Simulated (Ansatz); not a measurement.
Runs of Ansatz 0.2.0 on Ni. Symmetry: Im-3m, No. 229, cubic system. Conventional cell: a = 2.767 Å, b = 2.767 Å, c = 2.767 Å, α = 90.00°, β = 90.00°, γ = 90.00°. Ni (site symmetry m-3m) is surrounded by 8 Ni at 2.40 Å. This isn't the form of Ni at room conditions, which is fcc.

```tsv
task	level	spin	U	cutoff (eV)	basis error allowed	gap on the mesh (eV)	pressure (GPa)	moment (μB)	V0 of scaled cells (Å³/atom)	B0 (GPa)
single point	PBEsol	off	-	339	0.001 eV/atom	none	(b)	-	-	-
equation of state	PBEsol	collinear, ferromagnetic start	-	-	0.001 eV/atom	-	-	-	10.48	220
equation of state	PBEsol	collinear, ferromagnetic start	-	-	0.0005 eV/atom	-	-	-	10.48	220
density of states	PBEsol+U	collinear, ferromagnetic start	Ni d U = 2 eV	339	0.001 eV/atom	none	-2.2	0.60	-	-
density of states	PBEsol+U	collinear, ferromagnetic start	Ni d U = 4 eV	339	0.001 eV/atom	none	(a)	0.63	-	-
```

Alike in all rows: potentials or basis all-electron LAPW, scalar-relativistic; cell as given; k mesh 13 × 13 × 13; smearing fermi-dirac 0.05 eV.

Question: Fill in the values left out.

Answer: (a) -1.3; (b) -4.5.

Caveats: the magnetic state may not be the lowest (some runs); U is the effective U less J, on atomic orbitals that reach past the spheres (some runs); the U is typed as a test and isn't derived for this compound (some runs).

A k mesh can miss the band edges.

A gap of «none» marks a metal or a gap under the smearing width.

Not every run made on this cell is shown here.
